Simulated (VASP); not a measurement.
# H2C19 in VASP: a series of runs

The runs below take H2C19 through single point, with PBE.

Everything below comes from runs of VASP 6.6.1. Logs are shortened: lines on timing, memory, paths and dates and some standing lists are left out, and cuts for length are marked.

### Step 1. The structure

The cell holds a slab with vacuum, 21 atoms: a = 7.398 Å, b = 7.398 Å, c = 12.000 Å, α = 90.00°, β = 90.00°, γ = 120.00°.

The cell was built by a generator and needn't be a form met in nature.

### Step 2. Single point, PBE

File INCAR:

```
SYSTEM = H2C19
ALGO = Fast
EDIFF = 1E-6
ENCUT = 520
GGA = PE
ISIF = 2
ISMEAR = -1
LASPH = .TRUE.
LCHARG = .FALSE.
LREAL = Auto
LWAVE = .FALSE.
NBANDS = 55
NELM = 80
PREC = Accurate
SIGMA = 0.02
```

File KPOINTS:

```
k-points
0
G
  2 2 1
  0 0 0
```

File POSCAR:

```
H2C19
1.0
    7.3980000000      0.0000000000      0.0000000000
   -3.6990000000      6.4068560000      0.0000000000
    0.0000000000      0.0000000000     12.0000000000
C H
19 2
Direct
   -0.0174415697     -0.0079800189      0.0803659501
    0.2060330129      0.1037582364      0.0803164646
   -0.0174286421      0.3260514620      0.0804001577
    0.2060537684      0.4377923178      0.0803849752
   -0.0269162343      0.6542799050      0.1127951923
    0.2156272447      0.7755467930      0.1128147314
    0.3206327721     -0.0021686331      0.0838283762
    0.5377066224      0.1032409560      0.0734675156
    0.3180178427      0.3267524313      0.0761513987
    0.5382731214      0.4368608017      0.0750259478
    0.3206206383      0.6582876607      0.0838634467
    0.5376748071      0.7699322727      0.0735050000
    0.6503748901     -0.0070686971      0.0750162521
    0.8705771923      0.1030364442      0.0761539080
    0.6509543906      0.3265932528      0.0734921966
    0.8680392493      0.4320165566      0.0838867169
    0.6509379604      0.6598241125      0.0734721705
    0.8680342743      0.7715207290      0.0838574795
    0.0944941782      0.7149588988      0.2213211276
    0.0944886866      0.5895463009      0.2687293572
    0.0944425944      0.8404367177      0.2686510353
```

Potentials or basis: VASP PAW PBE potentials, release 64 (C, H).

On the command line:

```
cat potpaw_PBE.64/C/POTCAR potpaw_PBE.64/H/POTCAR > POTCAR
mpirun -np 1 vasp_std > vasp.out
```

OUTCAR:

```text
SYSTEM = H2C19
   EDIFF = 1E-6
   ENCUT = 520
   GGA = PE
   ISIF = 2
   ISMEAR = -1
   LASPH = .TRUE.
   LREAL = Auto
   NELM = 80
   PREC = Accurate

 ion  position               nearest neighbor table
   1  0.983  0.992  0.080-  18 1.41  14 1.43   2 1.43
   2  0.206  0.104  0.080-   7 1.41   9 1.43   1 1.43
   3  0.983  0.326  0.080-  16 1.41  14 1.43   4 1.43
   4  0.206  0.438  0.080-  11 1.41   9 1.43   3 1.43
   5  0.973  0.654  0.113-  16 1.47  18 1.47  19 1.52   6 1.55
   6  0.216  0.776  0.113-  11 1.47   7 1.47  19 1.52   5 1.55
   7  0.321  0.998  0.084-   8 1.40   2 1.41   6 1.47
   8  0.538  0.103  0.073-   7 1.40  13 1.43  15 1.43
   9  0.318  0.327  0.076-  10 1.41   2 1.43   4 1.43
  10  0.538  0.437  0.075-   9 1.41  15 1.43  17 1.43
  11  0.321  0.658  0.084-  12 1.40   4 1.41   6 1.47
  12  0.538  0.770  0.074-  11 1.40  13 1.43  17 1.43
  13  0.650  0.993  0.075-  14 1.41   8 1.43  12 1.43
  14  0.871  0.103  0.076-  13 1.41   1 1.43   3 1.43
  15  0.651  0.327  0.073-  16 1.40  10 1.43   8 1.43
  16  0.868  0.432  0.084-  15 1.40   3 1.41   5 1.47
  17  0.651  0.660  0.073-  18 1.40  10 1.43  12 1.43
  18  0.868  0.772  0.084-  17 1.40   1 1.41   5 1.47
  19  0.094  0.715  0.221-  20 1.09  21 1.09   6 1.52   5 1.52
  20  0.094  0.590  0.269-  19 1.09
  21  0.094  0.840  0.269-  19 1.09

  LATTYP: Found a hexagonal cell.
 ALAT       =     7.3980000000
 C/A-ratio  =     1.6220600162

  Lattice vectors:

 A1 = (   7.3980000000,   0.0000000000,   0.0000000000)
 A2 = (  -3.6990000000,   6.4068560000,   0.0000000000)
 A3 = (   0.0000000000,   0.0000000000,  12.0000000000)

Analysis of symmetry for initial positions (statically):
=====================================================================
 Subroutine PRICEL returns:
 Original cell was already a primitive cell.

 Routine SETGRP: Setting up the symmetry group for a
 hexagonal supercell.

 Subroutine GETGRP returns: Found  1 space group operations
 (whereof  1 operations were pure point group operations)
 out of a pool of 24 trial point group operations.

The static configuration has the point symmetry C_1 .

Analysis of symmetry for dynamics (positions and initial velocities):
=====================================================================
 Subroutine PRICEL returns:
 Original cell was already a primitive cell.

 Routine SETGRP: Setting up the symmetry group for a
 hexagonal supercell.

 Subroutine GETGRP returns: Found  1 space group operations
 (whereof  1 operations were pure point group operations)
 out of a pool of 24 trial point group operations.

The dynamic configuration has the point symmetry C_1 .

 Subroutine INISYM returns: Found  1 space group operations
 (whereof  1 operations are pure point group operations),
 and found     1 'primitive' translations

----------------------------------------------------------------------------------------

                                     Primitive cell

  volume of cell :     568.7750

  direct lattice vectors                    reciprocal lattice vectors
     7.398000000  0.000000000  0.000000000     0.135171668  0.078041398  0.000000000
    -3.699000000  6.406856000  0.000000000     0.000000000  0.156082796  0.000000000
     0.000000000  0.000000000 12.000000000     0.000000000  0.000000000  0.083333333

  length of vectors
     7.398000000  7.398000054 12.000000000     0.156082797  0.156082796  0.083333333

  position of ions in fractional coordinates (direct lattice)
     0.982558430  0.992019981  0.080365950
     0.206033013  0.103758236  0.080316465
     0.982571358  0.326051462  0.080400158
     0.206053768  0.437792318  0.080384975
     0.973083766  0.654279905  0.112795192
     0.215627245  0.775546793  0.112814731
[... 13 lines left out ...]
     0.094488687  0.589546301  0.268729357
     0.094442594  0.840436718  0.268651035

  ion indices of the primitive-cell ions
   primitive index   ion index
                 1           1
                 2           2
                 3           3
                 4           4
                 5           5
                 6           6
[... 13 lines left out ...]
                20          20
                21          21

----------------------------------------------------------------------------------------

 KPOINTS: k-points

Automatic generation of k-mesh.
 Grid dimensions read from file:
 generate k-points for:    2    2    1

 Generating k-lattice:

  Cartesian coordinates                     Fractional coordinates (reciprocal lattice)
     0.067585834  0.039020699  0.000000000     0.500000000  0.000000000  0.000000000
     0.000000000  0.078041398  0.000000000     0.000000000  0.500000000  0.000000000
     0.000000000  0.000000000  0.083333333     0.000000000  0.000000000  1.000000000

  Length of vectors
     0.078041399  0.078041398  0.083333333

  Shift w.r.t. Gamma in fractional coordinates (k-lattice)
     0.000000000  0.000000000  0.000000000

 Subroutine IBZKPT returns following result:
 ===========================================

 Found      4 irreducible k-points:

 Following reciprocal coordinates:
            Coordinates               Weight
  0.000000  0.000000  0.000000      1.000000
  0.500000  0.000000  0.000000      1.000000
  0.000000  0.500000  0.000000      1.000000
  0.500000  0.500000  0.000000      1.000000
   k-points           NKPTS =      4   k-points in BZ     NKDIM =      4   number of bands    NBANDS=     55
   number of dos      NEDOS =    301   number of ions     NIONS =     21
   total plane-waves  NPLWV = 282240
   dimension x,y,z NGX =    56 NGY =   56 NGZ =   90
   dimension x,y,z NGXF=   112 NGYF=  112 NGZF=  180
   ions per type =              19   2
   NGX,Y,Z   is equivalent  to a cutoff of  12.58, 12.58, 12.47 a.u.
   NGXF,Y,Z  is equivalent  to a cutoff of  25.17, 25.17, 24.94 a.u.
 SYSTEM =  H2C19
   PREC   = accura    normal or accurate (medium, high low for compatibility)
   ISTART =      0    job   : 0-new  1-cont  2-samecut
   ICHARG =      2    charge: 1-file 2-atom 10-const
   ISPIN  =      1    spin polarized calculation?
   LNONCOLLINEAR =      F non collinear calculations
   LSORBIT =      F    spin-orbit coupling
   LASPH  =      T    aspherical Exc in radial PAW
   ENCUT  =  520.0 eV  38.22 Ry    6.18 a.u.  13.76 13.76 22.31*2*pi/ulx,y,z
   NELM   =     80;   NELMIN=  2; NELMDL= -5     # of ELM steps
   EDIFF  = 0.1E-05   stopping-criterion for ELM
   LREAL  =      T    real-space projection
   EDIFFG = 0.1E-04   stopping-criterion for IOM
   NSW    =      0    number of steps for IOM
   IBRION =     -1    ionic relax: 0-MD 1-quasi-New 2-CG
   NFREE  =      0    steps in history (QN), initial steepest desc. (CG)
   ISIF   =      2    stress and relaxation
   ISYM   =      2    0-nonsym 1-usesym 2-fastsym
   POTIM  = 0.5000    time-step for ionic-motion
   TEBEG  =    0.0;   TEEND  =   0.0 temperature during run
   PSTRESS=    0.0 pullay stress
   NELECT =      78.0000    total number of electrons
   NUPDOWN=      -1.0000    fix difference up-down
   EMIN   =  10.00;   EMAX   =-10.00  energy-range for DOS
   EFERMI =   0.00;   METHOD = LEGACY
   ISMEAR =    -1;   SIGMA  =   0.02  broadening in eV -4-tet -1-fermi 0-gaus
   EFERMI_NEDOS =   21; number of points for ismear=-14 and -15
   IALGO  =     68    algorithm
   IMIX   =      4    mixing-type and parameters
     AMIX     =   0.40;   BMIX     =  1.00
     AMIX_MAG =   1.60;   BMIX_MAG =  1.00
  volume/ion in A,a.u.               =      27.08       182.78
  Fermi-wavevector in a.u.,A,eV,Ry     =   0.844228  1.595359  9.697146  0.712720
  Thomas-Fermi vector in A             =   1.959222
   LORBIT       =      0    0 simple, 1 ext, 2 COOP (PROOUT), +10 PAW based schemes
   GGA     = PE    functional components
   LHFCALC =     F    Hartree Fock is set to
   AEXX    =    0.0000 exact exchange contribution
   IVDW    =     0    specifies the selected vdW correction
   LEPSILON=     F    determine dielectric tensor
   LRPA    =     F    only Hartree local field effects (RPA)
 non-spin polarized calculation
 RMM-DIIS sequential band-by-band and
  energy-cutoff  :      520.00
  volume of cell :      568.78
 maximum number of plane-waves:     15363
 NGX is ok and might be reduce to    56
   NGX = 27   NGY = 27   NGZ = 45

 number of electron      78.0000003 magnetization

 Free energy of the ion-electron system (eV)
  ---------------------------------------------------
  ext. energy  EPLUGINS =         0.00000000
  ---------------------------------------------------
  free energy    TOTEN  =      -179.87433063 eV

  energy without entropy =     -179.87198841  energy(sigma->0) =     -179.87315952

 E-fermi :  -1.3527     XC(G=0):  -3.9133

 val. band max:       -1.4259034800   @ k =   0.0000   0.0000   0.0000
 cond. band min:      -1.2794523104   @ k =   0.0000   0.0000   0.0000
 fundamental gap:      0.1464511696
 Fermi energy:        -1.3526778951

 k-point     1 :       0.0000    0.0000    0.0000
  band No.  band energies     occupation
      1     -21.2368      2.00000
      2     -19.5711      2.00000
      3     -18.4110      2.00000
      4     -18.4059      2.00000
      5     -18.3216      2.00000
      6     -18.3035      2.00000
[... 43 lines left out ...]
     50       4.4020      0.00000
     51       5.1011      0.00000

 k-point     2 :       0.5000    0.0000    0.0000
  band No.  band energies     occupation
      1     -20.8865      2.00000
      2     -20.2923      2.00000
      3     -19.3411      2.00000
      4     -18.9994      2.00000
      5     -17.4641      2.00000
      6     -16.6045      2.00000
[... 43 lines left out ...]
     50       4.7484      0.00000
     51       5.3351      0.00000

 k-point     3 :       0.0000    0.5000    0.0000
  band No.  band energies     occupation
      1     -20.9022      2.00000
      2     -20.2482      2.00000
      3     -19.3865      2.00000
      4     -18.9795      2.00000
      5     -17.5234      2.00000
      6     -16.5160      2.00000
[... 43 lines left out ...]
     50       4.1452      0.00000
     51       4.2365      0.00000

 k-point     4 :       0.5000    0.5000    0.0000
  band No.  band energies     occupation
      1     -20.9022      2.00000
      2     -20.2482      2.00000
      3     -19.3869      2.00000
      4     -18.9790      2.00000
      5     -17.5238      2.00000
      6     -16.5154      2.00000
[... 43 lines left out ...]
     50       4.1456      0.00000
     51       4.2361      0.00000
 [bands above 51 left out]

------------------------ aborting loop because EDIFF is reached ----------------------------------------

  FORCE on cell =-STRESS in cart. coord.  units (eV):
  Direction    XX          YY          ZZ          XY          YZ          ZX
  --------------------------------------------------------------------------------------
  -------------------------------------------------------------------------------------
  Total        3.3404593      6.2024804     -0.0729357     -2.4505895     -0.0020666     -0.0268351
  in kB        9.4097098     17.4717113     -0.2054518     -6.9030436     -0.0058212     -0.0755915
  external PRESSURE =       8.8919898 kB  Pullay stress =       0.0000000 kB

 VOLUME and BASIS-vectors are now :
 -----------------------------------------------------------------------------
  energy-cutoff  :      520.00
  volume of cell :      568.78
      direct lattice vectors                 reciprocal lattice vectors
     7.398000000  0.000000000  0.000000000     0.135171668  0.078041398  0.000000000
    -3.699000000  6.406856000  0.000000000     0.000000000  0.156082796  0.000000000
     0.000000000  0.000000000 12.000000000     0.000000000  0.000000000  0.083333333

 POSITION                                       TOTAL-FORCE (eV/Angst)
 -----------------------------------------------------------------------------------
      3.59949      6.35573      0.96439         0.011117      0.008037      0.001415
      1.14043      0.66476      0.96380         0.000383     -0.002601      0.009461
      6.06300      2.08896      0.96480         0.016541      0.000970     -0.001073
     -0.09501      2.80487      0.96462        -0.003717     -0.009901      0.005379
      4.77869      4.19188      1.35354        -0.022059     -0.008079     -0.011029
     -1.27354      4.96882      1.35378         0.016557      0.022674     -0.025937
[... 13 lines left out ...]
     -1.48170      3.77714      3.22475         0.007395     -0.013635      0.011463
     -2.41009      5.38456      3.22381        -0.006467      0.012162      0.013473
 -----------------------------------------------------------------------------------
    total drift:                                0.007569     -0.023088      0.006271

  FREE ENERGIE OF THE ION-ELECTRON SYSTEM (eV)
  ---------------------------------------------------
  free  energy   TOTEN  =      -179.8743306286 eV

  energy  without entropy=     -179.8719884121  energy(sigma->0) =     -179.87315952
```

Run time: 2.7 min. Hardware: 1 thread of Intel Xeon 6975P-C (Granite Rapids), shared host; peak memory 0.6 GiB.

What came out:

```yaml
Free_energy: -179.8743 eV
Largest_force: 0.038 eV/Å
Band_gap_on_the_k_mesh: 0.15 eV, direct
```

Forces on the atoms (eV/Å):
```
C    0.011  0.008  0.001
C    0.000 -0.003  0.009
C    0.017  0.001 -0.001
C   -0.004 -0.010  0.005
C   -0.022 -0.008 -0.011
C    0.017  0.023 -0.026
C   -0.007 -0.027  0.002
C   -0.002  0.000 -0.006
C    0.003  0.000 -0.005
C   -0.011  0.000 -0.007
C   -0.017 -0.001  0.002
C    0.013  0.015 -0.011
C   -0.009 -0.008 -0.003
C    0.010  0.007 -0.005
C   -0.010  0.000 -0.008
C    0.003  0.015  0.004
C    0.001 -0.002  0.001
C    0.019 -0.015  0.008
C   -0.014  0.005  0.025
H    0.007 -0.014  0.011
H   -0.006  0.012  0.013
```

Caveat: the k mesh is coarse (spacing up to 0.49 Å⁻¹), so the values aren't converged.

[end of part 1 of 2]
